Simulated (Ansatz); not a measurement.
Input and command of a calculation in Ansatz (plane waves; scalar-relativistic PAW potentials unless the input names others):

```yaml
crystal:
  lattice:
    - [0.0, 2.1425305606, 2.1425305606]
    - [2.1018402006, 0.04069036, 2.1018402006]
    - [2.1425305606, 2.1425305606, 0.0]
  atoms:
    - { symbol: Al, position: [0.4645278225, 0.6064165325, 0.4645278225] }
    - { symbol: "N", position: [0.0354721775, -0.1064165325, 0.0354721775] }
basis:
  ecutwfc: 420
kpoints:
  mp_grid: { grid: [10, 10, 10] }
  KSPACING: 60
hamiltonian:
  xc: pbe
scf:
  occupations: { method: gaussian, width: 0.02 }
  max_iter: 50
output:
  forces: true
  eigenvalues: true
  stress: true
```

```bash
ansatz run input.yaml --threads 1 --pin off --max-ram 1331MiB --backend cpu --events-out ev --progress --plain --runs-dir out
```

Problem. Will this input run?

Solution. The program refuses it, because of a keyword of another program (kpoints.KSPACING: not typed → 60). Without that key it is accepted.

Abridged log:
```
Error: YAML parse error: error: line 13 column 3: unknown field `KSPACING`, expected one of mp_grid, list, band_path, initial_grid, further_shifts
  --> <input>:13:3
   |
11 | kpoints:
12 |   mp_grid: { grid: [10, 10, 10] }
13 |   KSPACING: 60
   |   ^ unknown field `KSPACING`, expected one of mp_grid, list, band_path, initial_grid, further_shifts
14 | hamiltonian:
15 |   xc: pbe
   |
```